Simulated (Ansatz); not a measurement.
Skutterudite CoSb3, treated with r²SCAN-D4 (Ansatz, a first-principles code, plane waves, PAW).

Settings: plane-wave cutoff 500 eV, 6×6×6 k mesh, gaussian smearing 0.02 eV, no spin polarisation, scalar-relativistic PAW data made under PBE.

Computed at the level's own relaxed cell.

Question: Predict the equilibrium volume per atom, lattice constant a and band gap.

Answer: 
- equilibrium volume per atom: 22.94 Å³/atom
- lattice constant a: 9.020 Å
- band gap: 0.47 eV (on the SCF k mesh)

Measured, for comparison: band gap 0.63 eV (temperature not stated, not corrected to a static lattice; as tabulated in Kim et al. (2020), doi:10.1038/s41597-020-00723-8); equilibrium volume per atom 23.06 Å³/atom, lattice constant a 9.037 Å (room temperature, not corrected to a static lattice; as tabulated in Alexeev et al. (2016), arXiv:1601.07731). Computed (rounded) less measured: equilibrium volume per atom -0.5 %, lattice constant a -0.2 %. A static lattice is as a rule a little smaller and stiffer than an uncorrected measurement, which narrows the difference in the equilibrium volume per atom and would widen misses of the other sign.

Spin–orbit coupling is not included; with these elements it can move the gap by several tenths of an eV or more.
